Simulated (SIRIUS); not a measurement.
Input of a SIRIUS 7.10.0 run:

File sirius.json:

```json
{
  "control": {
    "processing_unit": "cpu",
    "verbosity": 2,
    "num_bands_to_print": 14,
    "print_forces": true,
    "print_stress": true
  },
  "parameters": {
    "electronic_structure_method": "pseudopotential",
    "xc_functionals": ["XC_GGA_X_PBE", "XC_GGA_C_PBE"],
    "gk_cutoff": 9.0,
    "pw_cutoff": 18.0,
    "ngridk": [10, 10, 12],
    "shiftk": [0, 0, 0],
    "smearing": "fermi_dirac",
    "smearing_width": 0.0018374661,
    "num_bands": 14,
    "num_mag_dims": 0,
    "num_dft_iter": 100,
    "energy_tol": 1e-08,
    "density_tol": 1e-06
  },
  "iterative_solver": {
    "type": "davidson",
    "min_tolerance": 1e-09,
    "tolerance_scale": [0.1, 0.25]
  },
  "mixer": {
    "type": "anderson",
    "beta": 0.7,
    "max_history": 8
  },
  "settings": {
    "tol_ne": 1e-10,
    "pseudo_grid_cutoff": 6.5
  },
  "unit_cell": {
    "lattice_vectors": [
      [-3.013871057067, 2.931446097902, 5.154543041159],
      [2.92381663103, -2.957280392573, 5.117209725224],
      [3.052695385811, 2.996104721317, -5.169561374973]
    ],
    "atom_coordinate_units": "lattice",
    "atom_types": ["Sb"],
    "atom_files": {
      "Sb": "Sb.json"
    },
    "atoms": {
      "Sb": [
        [0.0, 0.0, 0.0]
      ]
    }
  }
}
```

Potentials or basis: PseudoDojo 0.4.1 PBE standard (scalar relativistic).

Command:

```bash
$ upf_to_json Sb.upf
$ OMP_NUM_THREADS=1 sirius.scf --input=sirius.json --output=out.json --task=0
```

Task: What does it give for the pressure?

Result: 1.9 GPa.

Task: Predict the band gap on the k mesh.

Result: None (metal or under the smearing width).

Stress tensor (GPa, compression positive):
```
 1.49  0.94  0.02
 0.94  2.53 -0.16
 0.02 -0.16  1.56
```

Spin-orbit coupling is left out, which matters for the levels of Sb.
